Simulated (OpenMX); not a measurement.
**SiNi under changes of volume**

One of the cells (12.098 Å³/atom); the others are scaled copies at fixed shape and fractional positions:

```
Ni Si
1.0
     5.17310    0.00000    0.00000
     0.00000    3.33810    0.00000
     0.00000    0.00000    5.60490
Ni Si
4 4
Direct
  0.99221 0.75000 0.81248
  0.50779 0.25000 0.31248
  0.49221 0.75000 0.68752
  0.00779 0.25000 0.18752
  0.67872 0.25000 0.91750
  0.82128 0.75000 0.41750
  0.17872 0.25000 0.58250
  0.32128 0.75000 0.08250
```

| Quantity | Value |
| --- | --- |
| Program | OpenMX 3.8.5 |
| Functional | PBE |
| Potentials or basis | OpenMX 2013 PBE set, Ni6.0H-s2p2d1, Si7.0-s2p1d1, fixed grid of 70 × 45 × 75 points |
| k mesh | 5 × 9 × 5 |
| Occupations | fermi-dirac, width 0.05 eV |
| Spin | collinear spin, ferromagnetic start |
| Starting moments | [1.0, 1.0, 1.0, 1.0, 0.0, 0.0, 0.0, 0.0] μB |

```tsv
volume (Å³/atom)	energy over the lowest point (meV/atom)	largest force (eV/Å)
11.373	83.70	0.451
11.614	53.71	0.382
11.856	31.04	0.303
12.098	14.96	0.260
12.340	?	?
12.582	0.02	0.137
12.824	0.00	0.103
```

Task: What does the run at 12.340 Å³/atom give?

Result: Energy over the lowest point 4.82 meV/atom; largest force 0.201 eV/Å.

Worked out: A Birch-Murnaghan fit of order 3 (a polynomial in V^(-2/3)) to the other rows has its minimum at 12.70 Å³/atom with B0 = V·E''(V) = 157 GPa and B' = 4.7 at fixed shape and positions, which overstates the stiffness. It gives 4.83 meV/atom at 12.340 Å³/atom, against the run's 4.82.

Energies are extrapolated to zero smearing.

Caveats: the transition metal has a single d function, too few for pressures, volumes and moments; the basis of atomic orbitals isn't converged, which shifts pressures, moduli and gaps.
